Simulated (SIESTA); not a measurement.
## Ag under changes of volume

One of the cells (17.389 Å³/atom); the others are scaled copies at fixed shape and fractional positions:

```
Ag
1.0
     0.00000    2.05628    2.05628
     2.05628    0.00000    2.05628
     2.05628    2.05628    0.00000
Ag
1
Direct
  0.00000 0.00000 0.00000
```

| Property | Result |
| --- | --- |
| Program | SIESTA 5.4.2 |
| Functional | PBEsol |
| Potentials or basis | PseudoDojo 0.4 standard (PBEsol files) |
| Basis | DZP (energy shift 0.003 Ry; two zetas on semicore shells) |
| Grid cutoff | 800 Ry |
| Energy shift | 0.003 Ry |
| k mesh | 11 × 11 × 11 |
| Occupations | fermi-dirac, width 0.05 eV |
| Spin | no spin polarisation |

| volume (Å³/atom) | energy over the lowest point (meV/atom) | pressure (GPa) |
| --- | --- | --- |
| 16.025 | 10.81 | 5.6 |
| 16.366 | 2.38 | 2.5 |
| 16.707 | 0.00 | -0.1 |
| 17.389 | 11.46 | -4.6 |
| 17.730 | 23.36 | -6.4 |
| 18.071 | ? | ? |

What does the run at 18.071 Å³/atom give?

Energy over the lowest point 38.74 meV/atom; pressure -7.9 GPa.

Worked out: A Birch-Murnaghan fit of order 3 (a polynomial in V^(-2/3)) to the other rows has its minimum at 16.66 Å³/atom with B0 = V·E''(V) = 128 GPa and B' = 6.6. It gives 38.76 meV/atom at 18.071 Å³/atom, against the run's 38.74, and -dE/dV = -7.9 GPa, against -7.9.

Energies are extrapolated to zero smearing.

Caveats: short orbitals over semicore shells can move pressures by several GPa; the basis of atomic orbitals isn't converged, which shifts pressures, moduli and gaps.
